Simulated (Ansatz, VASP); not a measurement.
# CaMn2As2 in two plane-wave programs

One calculation is typed for both programs; each brings its own data sets. How far apart do they land? The structure shown comes from an earlier Ansatz run, which isn't shown and may have moved the atoms alone.

Program: Ansatz 0.2.0. Level of theory: plane waves, with VASP 6.6.1 beside it; elastic constants at LDA. Results are calculated unless marked as measured.

## (1) The structure

It takes space group P-3m1 (No. 164, trigonal). The conventional cell has a = 3.740 Å, b = 3.740 Å, c = 6.946 Å, α = 90.00°, β = 90.00°, γ = 120.00°. Nearest to Ca lie 6 As at 2.85 Å. Nearest to Mn lie 4 As at 2.23 to 2.38 Å and 3 Mn at 2.49 Å. As has 4 Mn at 2.23 to 2.38 Å and 3 Ca at 2.85 Å nearest. Farther neighbours are not listed.

## (2) Ansatz: elastic constants, LDA

Ansatz runs on its default PAW (the set named soft_2) files.

Elastic constants are differences of stresses under small strains, so they test the stress and the mesh.

Input file input.yaml:

```yaml
crystal:
  lattice:
    - [3.7398531276, 0.0, 0.0]
    - [-1.8699265638, 3.238807815, 0.0]
    - [0.0, 0.0, 6.9462367252]
  atoms:
    - { symbol: Ca, position: [0.0, 0.0, 0.0] }
    - { symbol: Mn, position: [0.3333333333, 0.6666666667, 0.5892396769] }
    - { symbol: Mn, position: [0.6666666667, 0.3333333333, 0.4107603231] }
    - { symbol: As, position: [0.6666666667, 0.3333333333, 0.7320884847] }
    - { symbol: As, position: [0.3333333333, 0.6666666667, 0.2679115153] }
kpoints:
  mp_grid: { grid: [9, 9, 4] }
hamiltonian:
  xc: lda
scf:
  occupations: { method: methfessel_paxton, width: 0.25 }
output:
  forces: true
  stress: true
  eigenvalues: true
elastic:
  mode: relaxed_ion
  stencil: two_point
  amplitude: 0.01
```

Launch:

```console
ansatz run input.yaml --threads 4 --pin off --max-ram 16384MiB --backend cpu --events-out ev --progress --plain --runs-dir out
```

Numbers of over 12 decimals in the logs are rounded to 6 here.

Log:

```text
Engine: ansatz 0.2.0, aarch64-unknown-linux-gnu
Pseudopotentials: kind: paw
Pseudopotential: Ca, paw, valence charge 10, recommended cutoff 420 eV (normal), Ca.paw.azcp
Pseudopotential: Mn, paw, valence charge 15, recommended cutoff 420 eV (normal), Mn.paw.azcp
Pseudopotential: As, paw, valence charge 15, recommended cutoff 420 eV (normal), As.paw.azcp
Functional definition: SPW92
  exchange = slater_x
  correlation = pw_c
Crystal: 5 atoms, lattice volume = 84.137 Å³
Basis set: ecut = 420 eV, 1643 PW (Γ)
Bands: 42, of which v1, the nominal top of the filled ones, is band 35 counted from 1 (34 counted from 0)
Symmetry: 12 space group operations
Space group: P-3m1 (ITA 164), of the structure as read, at distance tolerance 4.4e-5 Å
k-points: 43 of 324
Non-local potential: Ca, projectors of the file, l = 0: 3, l = 1: 2, l = 2: 2
Non-local potential: Mn, projectors of the file, l = 0: 3, l = 1: 2, l = 2: 3, l = 3: 1
Non-local potential: As, projectors of the file, l = 0: 2, l = 1: 2, l = 2: 3, l = 3: 1
PAW form: soft (Blöchl's): semilocal exchange-correlation on the pseudo side does not see the compensation charge
PAW frozen core: Ca, regenerated for the run's functional, and the local potential with it (the file was generated under x = pbe(κ = 0.804, μ = 0.219515), c = pbe(β = 0.066725))
PAW frozen core: Mn, regenerated for the run's functional, and the local potential with it (the file was generated under x = pbe(κ = 0.804, μ = 0.219515), c = pbe(β = 0.066725))
PAW frozen core: As, regenerated for the run's functional, and the local potential with it (the file was generated under x = pbe(κ = 0.804, μ = 0.219515), c = pbe(β = 0.066725))
PAW one-centre angular grid: Ca, 110 points (default); XC on 64 Gauss nodes
PAW one-centre angular grid: Mn, 590 points (default); XC on 64 Gauss nodes
PAW one-centre angular grid: As, 590 points (default); XC on 64 Gauss nodes
Initial density: superposition of atomic densities (neutral atoms: chi_scale 0, normalization atom), corrected by the library's trained network
Initial wavefunctions: pseudopotential atomic-orbital guess
Functional: x = slater, c = lda
SCF iter   1: F=—  HF=-19004.573531 eV  |F-HF|=—  |Δ(HF+E_count)|=         —  Δρ=1.03e-2  dr2=3.11e-1  ethr=1.77e-3  ⟨swp⟩=6.8  Hψ=6817  notcnv=0
preconditioner: auto → Kerker (q_TF=auto, 2.646 Å⁻¹)  [metal: Δε(μ)=0.010 eV  Ē_g=9.003 eV  σ=0.250 eV  W_gap=0.03  n_scr=22 (ndim 8)  ℏωp=22.9 eV  f_vac=0.000  D(μ)=4.27/eV (n_scr^D=36)]
SCF iter   2: F=—  HF=-19004.553291 eV  |F-HF|=—  |Δ(HF+E_count)|=   2.02e-2  S|Δr|=    0.00e0  Δρ=5.02e-3  dr2=8.34e-2  ethr=4.45e-4  ⟨swp⟩=1.0  Hψ=2151  notcnv=0
SCF iter   3: F=—  HF=-19004.543686 eV  |F-HF|=—  |Δ(HF+E_count)|=   9.61e-3  S|Δr|=    0.00e0  Δρ=1.78e-3  dr2=1.22e-2  ethr=1.19e-4  ⟨swp⟩=1.8  Hψ=1855  notcnv=0
SCF iter   4: F=—  HF=-19004.542552 eV  |F-HF|=—  |Δ(HF+E_count)|=   1.13e-3  S|Δr|=    0.00e0  Δρ=4.88e-4  dr2=7.50e-4  ethr=1.74e-5  ⟨swp⟩=1.3  Hψ=1802  notcnv=0
SCF iter   5: F=—  HF=-19004.542446 eV  |F-HF|=—  |Δ(HF+E_count)|=   1.06e-4  S|Δr|=    0.00e0  Δρ=2.24e-4  dr2=5.80e-5  ethr=1.07e-6  ⟨swp⟩=2.0  Hψ=2271  notcnv=0
SCF iter   6: F=—  HF=-19004.542431 eV  |F-HF|=—  |Δ(HF+E_count)|=   1.45e-5  S|Δr|=    0.00e0  Δρ=9.14e-5  dr2=1.71e-5  ethr=8.28e-8  ⟨swp⟩=2.0  Hψ=2866  notcnv=0
SCF iter   7: F=—  HF=-19004.542429 eV  |F-HF|=—  |Δ(HF+E_count)|=   2.57e-6  S|Δr|=    0.00e0  Δρ=4.52e-5  dr2=2.36e-6  ethr=2.45e-8  ⟨swp⟩=2.0  Hψ=2820  notcnv=0
SCF iter   8: F=—  HF=-19004.542423 eV  |F-HF|=—  |Δ(HF+E_count)|=   5.19e-6  S|Δr|=    0.00e0  Δρ=1.40e-5  dr2=1.38e-7  ethr=3.37e-9  ⟨swp⟩=2.8  Hψ=2951  notcnv=0
SCF iter   9: F=—  HF=-19004.542423 eV  |F-HF|=—  |Δ(HF+E_count)|=   4.10e-9  S|Δr|=    0.00e0  Δρ=5.04e-6  dr2=2.00e-8  ethr=1.98e-10  ⟨swp⟩=2.0  Hψ=2228  notcnv=0
SCF iter  10: F=—  HF=-19004.542423 eV  |F-HF|=—  |Δ(HF+E_count)|=   1.71e-9  S|Δr|=    0.00e0  Δρ=1.11e-6  dr2=1.07e-9  ethr=2.85e-11  ⟨swp⟩=2.0  Hψ=2286  notcnv=0
[...]
SCF iter   9: F=-19004.540997 eV  HF=-19004.540997 eV  |F-HF|=3.64e-12  |Δ(HF+E_count)|=  3.64e-12  S|Δr|=    0.00e0  Δρ=7.21e-9  dr2=4.81e-14  ethr=1.00e-12  ⟨swp⟩=4.0  Hψ=14447  notcnv=0
SCF 37 converged in 9 iterations: F = -19004.540997 eV  dr2 = 4.81e-14
relax step   3: F+E_penalty+E_count = -19004.54099655 eV  Δ(F+E_penalty+E_count) = -3.504e-7 eV  max|allowed force component| = 1.967e-4 eV/Å  Δτ_max = 0.0002 Å  (9 SCF iters, accepted)
SCF iter   1: F=—  HF=-19004.540997 eV  |F-HF|=—  |Δ(HF+E_count)|=         —  Δρ=1.24e-6  dr2=1.64e-9  ethr=3.29e-11  ⟨swp⟩=7.0  Hψ=16494  notcnv=0  defer=1
SCF iter   2: F=—  HF=-19004.540997 eV  |F-HF|=—  |Δ(HF+E_count)|=  1.96e-10  S|Δr|=    0.00e0  Δρ=5.66e-7  dr2=4.92e-10  ethr=2.34e-12  ⟨swp⟩=1.0  Hψ=4750  notcnv=0  defer=1
SCF iter   3: F=—  HF=-19004.540997 eV  |F-HF|=—  |Δ(HF+E_count)|=  8.00e-11  S|Δr|=    0.00e0  Δρ=1.27e-7  dr2=3.99e-11  ethr=7.02e-13 (applied; sched 1.00e-12)  ⟨swp⟩=1.6  Hψ=4106  notcnv=0  defer=1
SCF iter   4: F=—  HF=-19004.540997 eV  |F-HF|=—  |Δ(HF+E_count)|=  3.64e-12  S|Δr|=    0.00e0  Δρ=3.94e-8  dr2=1.11e-12  ethr=5.70e-14 (applied; sched 1.00e-12)  ⟨swp⟩=2.0  Hψ=4854  notcnv=0  defer=29
SCF iter   5: F=—  HF=-19004.540997 eV  |F-HF|=—  |Δ(HF+E_count)|=  1.09e-11  S|Δr|=    0.00e0  Δρ=1.39e-8  dr2=2.09e-13  ethr=1.00e-12  ⟨swp⟩=4.9  Hψ=15200  notcnv=0
SCF iter   6: F=-19004.540997 eV  HF=-19004.540997 eV  |F-HF|=3.64e-12  |Δ(HF+E_count)|=  7.28e-12  S|Δr|=    0.00e0  Δρ=5.34e-9  dr2=3.92e-14  ethr=1.00e-12  ⟨swp⟩=4.2  Hψ=13384  notcnv=0
SCF 38 converged in 6 iterations: F = -19004.540997 eV  dr2 = 3.92e-14
relax step   4: F+E_penalty+E_count = -19004.54099655 eV  Δ(F+E_penalty+E_count) = -2.292e-9 eV  max|allowed force component| = 1.550e-5 eV/Å  Δτ_max = 0.0000 Å  (6 SCF iters, accepted)
iter 1 solved again at ethr=1.00e-12 eV; its pass at ethr=3.10e-3 eV (dr2=3.59e-14 eV) is discarded
SCF iter   1: F=—  HF=-19004.540997 eV  |F-HF|=—  |Δ(HF+E_count)|=         —  Δρ=5.34e-9  dr2=3.89e-14  ethr=1.00e-12  ⟨swp⟩=3.0  Hψ=17227  notcnv=0
SCF iter   2: F=-19004.540997 eV  HF=-19004.540997 eV  |F-HF|=7.28e-12  |Δ(HF+E_count)|=  3.64e-12  S|Δr|=    0.00e0  Δρ=3.54e-9  dr2=2.09e-14  ethr=1.00e-12  ⟨swp⟩=4.2  Hψ=14594  notcnv=0
SCF 39 converged in 2 iterations: F = -19004.540997 eV  dr2 = 2.09e-14
SCF converged after 10 iterations
Stability not checked: this state was not tested for a lower state beside it, because cold or Methfessel-Paxton smearing, or corrected tetrahedra, fill the levels in a way that the test cannot read (fill_not_monotonic; see scf.lower_state_search)
Free energy (F): -19004.542423 eV
Harris-Foulkes:  -19004.542423 eV  (|F-HF|=3.64e-12)
Internal energy: -19004.554080 eV  (E = F + TS)
E sigma→0 (E₀):  -19004.545338 eV
Entropy (-TS):   0.011657 eV (2.331 meV/atom)
Fermi energy:    13.038086 eV
--- Per-component energies (eV) ---
  E_band       = -991.352157
  E_kinetic    = 1114.952348
  E_local      = -9357.237718  (includes V_loc(G=0)·N_el)
  E_nonlocal   = -773.173034
  E_hartree    = 4432.735681
  E_xc         = -526.519165
  E_vxc        = -629.680499  (∫ρ·V_xc dr)
  E_paw        = -6809.242372  (= ΣΔE_a)
  E_vpaw       = -211.684607  (= ΣTr[D̂ρ^β])
  E_aug_tail   = -0.000007  (compensation charges beyond the density's cutoff)
  E_ewald      = -7091.271344
  E_core_change = 5.201532  (= ΣΔE_core)
  E_smearing   = 0.011657  (= −TS)
  E_closure    = 0.000000  (closes the sum)
  Σ components = -19004.542423   (vs F -19004.542423, Δ=0.00e0)
--- Forces (eV/Å), atoms counted from 1 ---
  atom   1  Ca     0.00000000    -0.00000000     0.00000000
  atom   2  Mn     0.00000000    -0.00000000    -0.00000067
  atom   3  Mn    -0.00000000     0.00000000     0.00000067
  atom   4  As     0.00000000     0.00000000     0.00004291
  atom   5  As    -0.00000000    -0.00000000    -0.00004291
  max |Σ_I F_I| component: 2.89e-19 eV/Å
--- Stress (GPa, compression-positive) ---
       -0.006586      -0.000000      -0.000000
        0.000000      -0.006586      -0.000000
       -0.000000      -0.000000      -0.002851
  P = ⅓ Tr σ = -0.0053 GPa (-0.053 kbar)
--- Band table (eV; the first three rows and the last of 43) ---
  k-point 0: bands = [... 31 lower, 11.8572, 12.7530, 13.2366, 13.2366, 14.5725, 14.5725, 14.6915, 15.3998, ... 3 higher]
  k-point 1: bands = [... 31 lower, 11.9485, 12.7869, 13.1901, 13.1901, 13.6972, 14.4741, 14.4741, 15.8682, ... 3 higher]
  k-point 2: bands = [... 31 lower, 12.0515, 12.8934, 13.1098, 13.1397, 13.1397, 14.3567, 14.3567, 15.7258, ... 3 higher]
  k-point 42: bands = [... 31 lower, 11.3738, 11.7518, 11.7518, 12.9646, 13.2158, 13.2158, 13.8576, 13.8576, ... 3 higher]
--- Elastic constants: 3 strain directions × 2 members + reference (group order 12) ---
  dense FFT box of the reference and of every strained cell: 27×27×48
  strains applied: 11, 33, 23; error gains: componentwise 1.00 (the most a stress slope's error grows in a printed constant), spectral 1.41 (1 for all six strains in a standard setting)
  reference relaxed by the batch: 3 steps; max|allowed force component| 6.37e-4 eV/Å at the deck's positions, 4.29e-5 at the last accepted step, 4.29e-5 by the solve of record
  largest displacement 5.8e-5 Å; the constants are those of the deck's cell at these positions:
  atoms:
    - { symbol: Ca, position: [0, 0, 0.0] }
    - { symbol: Mn, position: [0.333333, 0.666667, 0.589231] }
    - { symbol: Mn, position: [0.666667, 0.333333, 0.410769] }
    - { symbol: As, position: [0.666667, 0.333333, 0.732091] }
    - { symbol: As, position: [0.333333, 0.666667, 0.267909] }
  C = ∂σ_k/∂η_j (tension-positive GPa; Voigt order 11 22 33 23 13 12):
       147.193     88.398     86.128    -27.025     -0.000      0.000
        88.398    147.193     86.128     27.025     -0.000      0.000
        86.248     86.248    148.758      0.000     -0.000      0.000
       -27.095     27.095      0.000     54.874     -0.000     -0.000
         0.000      0.000      0.000     -0.000     54.874    -27.095
        -0.000      0.000      0.000      0.000    -27.025     29.397
  reference stress σ⁰ (GPa):      0.007      0.007      0.003      0.000      0.000      0.000
  C* (energy form; C + prestress term) asymmetry max|C*_kj − C*_jk| = 1.160e-1 GPa — a small one proves nothing (zero by symmetry where the batch's group is 432, −43m or m−3m); a large one is finite-difference/SCF noise where every solve meets its electron count
  moduli (Voigt/Reuss/Hill, GPa): K = 107.19/107.19/107.19   G = 39.99/22.40/31.20   E = 85.31   ν = 0.367
  mechanically stable: yes (min eigenvalue of sym C = 12.23 GPa)
  strain η (Voigt 11):  stress-route row diagonal C_11 = 147.19 GPa, energy-path curvature d²(F+E_count+ΔE)/dδ²/Ω₀ = 147.22 GPa
         δ    σ_11 (GPa)             F (eV)   n_scf  n_hpsi   n_pw
    -1.000e-2      -1.4792      -19004.5385811       2   34008   1644   relax 6 steps, max|allowed force component| 4.25e-6 eV/Å
     1.000e-2       1.4647      -19004.5385487       2   34278   1672   relax 4 steps, max|allowed force component| 4.20e-5 eV/Å
  strain η (Voigt 33):  stress-route row diagonal C_33 = 148.76 GPa, energy-path curvature d²(F+E_count+ΔE)/dδ²/Ω₀ = 148.72 GPa
         δ    σ_33 (GPa)             F (eV)   n_scf  n_hpsi   n_pw
    -1.000e-2      -1.5352      -19004.5384604       2   15372   1643   relax 6 steps, max|allowed force component| 3.96e-6 eV/Å
     1.000e-2       1.4400      -19004.5385919       2   15313   1673   relax 5 steps, max|allowed force component| 2.68e-6 eV/Å
  strain η (Voigt 23):  stress-route row diagonal C_44 = 54.87 GPa, energy-path curvature d²(F+E_count+ΔE)/dδ²/Ω₀ = 54.91 GPa
         δ    σ_23 (GPa)             F (eV)   n_scf  n_hpsi   n_pw
    -1.000e-2      -0.5527      -19004.5409804       2   34078   1662   relax 4 steps, max|allowed force component| 2.46e-6 eV/Å
     1.000e-2       0.5448      -19004.5409966       2   33933   1662   relax 4 steps, max|allowed force component| 1.55e-5 eV/Å
```

In the SCF lines HF is the Harris–Foulkes energy and dr2 the Hartree energy of the density residual, in eV; the loop may stop once dr2 is under the threshold and the program's other checks hold. Hψ counts applications of the Hamiltonian.

[end of part 1 of 2]

[Lines on the potential files, build, host, timing and source positions are cut from VASP's logs without a mark.]

[Logs are printed without paths, hosts, clocks, repeated set-up lines and the standing remarks that a program may print on its own settings, such as how far it seeks lower states.]

[Hosts, paths, dates, database ids (printed as entryN), source tags and the programs' standing remarks are cut or masked in the printed files.]
